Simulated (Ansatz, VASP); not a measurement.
# Two plane-wave programs on PtSe2

```xyz
3
Lattice="3.7287 0.0000 0.0000 -1.8643 3.2291 0.0000 0.0000 0.0000 5.2772" Properties=species:S:1:pos:R:3 pbc="T T T"
Pt    0.0000    0.0000    0.0000
Se    0.0000    2.1527    1.2993
Se    1.8643    1.0764    3.9778
```

The cell was built by a generator and needn't be a form met in nature.

Alike in both runs: task single point; functional PBE; k mesh 6 × 6 × 4; occupations fermi-dirac, width 0.02 eV; no spin polarisation.

|  | VASP | Ansatz |
| --- | --- | --- |
| version | VASP 6.6.1 | Ansatz 0.2.0 |
| potentials or method | VASP PAW PBE potentials, release 64 (Pt, Se) | plane waves, PAW |
| plane-wave cutoff (eV) | 520 | 420 |
| valence electrons in the cell | 22 | 50 |

```tsv
	VASP	Ansatz	Ansatz less VASP
pressure (GPa)	3.8	3.8	+0.02
largest component of the traceless stress (GPa)	1.19	1.19	0.000
rms of the force components (eV/Å)	0.081	0.080	-0.0012
```

Atom by atom the forces differ by 0.001 eV/Å (rms over components). The two sets of potentials don't hold the same shells in valence.

The runs have no spin-orbit coupling, so splittings on Pt are missing.
